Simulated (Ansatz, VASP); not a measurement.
## Al in VASP and in Ansatz

```
Al
1.0
     0.00000    2.02785    2.02785
     2.02785    0.00000    2.02785
     2.02785    2.02785    0.00000
Al
1
Direct
  0.00000 0.00000 0.00000
```

Alike in both runs: task single point; functional BLYP; k mesh 22 × 22 × 22; occupations fermi-dirac, width 0.1 eV; no spin polarisation.

```csv
,VASP,Ansatz
version,VASP 6.6.1,Ansatz 0.2.0
potentials or method,"VASP PAW PBE potentials, release 64 (Al)","plane waves (420 eV) with PAW, scalar-relativistic"
plane-wave cutoff (eV),520,420
valence electrons in the cell,3,3
```

```tsv
	VASP	Ansatz	Ansatz less VASP
pressure (GPa)	2.8	2.7	-0.11
```

With one functional, cell and mesh, what is left measures potentials, basis and numerics.

Caveats: the PAW data sets were made with another functional, which shifts forces and pressure a little (VASP).
